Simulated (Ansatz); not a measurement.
# Ag films: biaxial stress and wafer bow

Plane-wave DFT in Ansatz, r2SCAN, scalar-relativistic PAW potentials, cutoff 500 eV, no spin-orbit coupling; no spin polarisation. Ag in space group P6_3/mmc, which needn't be the usual phase of this composition, strained equally along a and b of the conventional cell, with c and the atoms relaxed within the symmetry (a film with c along the normal). Stress is the in-plane mean, tension positive.

| strain (%) | stress (GPa) | E − E(0) (meV/atom) |
| --- | --- | --- |
| -3.0 | -6.44 | 17.9 |
| -2.0 | -3.77 | 7.0 |
| -1.0 | ? | 1.4 |
| +0.0 | 0.23 | 0.0 |
| +1.0 | 2.03 | 2.5 |
| +2.0 | 3.40 | 8.5 |
| +3.0 | 4.38 | 17.1 |

Question: Fit the stress, get the biaxial modulus and predict the missing row.

Answer: A parabola through the given rows is σ = 0.34 + 1.801 ε -0.1486 ε² GPa (ε in %), so M = dσ/dε = 180 GPa at zero. It predicts -1.61 GPa at -1.0 %; the run gave -1.56 GPa. The miss is 0.05 GPa, so the fit holds. The negative square term means that the film is stiffer in compression than in tension. The energies check it: E/V = Mε² at small strain, and a cubic fit with V = 17.33 Å³/atom gives M = 179 GPa, in agreement.

Question: How much does a 50 nm film at +0.2 % strain bow a 300 mm Si(001) wafer 775 μm thick?

Answer: The fit, without its small constant, gives σ = 0.35 GPa. Stoney's formula, κ = 6σt_f/(M_s t_s²) with M_s = 180.5 GPa for Si(001) (literature), gives |κ| = 0.97×10⁻³ m⁻¹ and a bow κr²/2 = 10.9 μm at r = 150 mm, with the film side concave (tension pulls the edges up). This assumes a single-crystal or fully textured, unrelaxed film at 0 K.

The cell has no gap in any row, so the stresses hang on mesh and smearing.

Cost: about 12 core-minutes for the runs cited, on Intel Xeon Platinum 8488C (Sapphire Rapids) (shared hosts).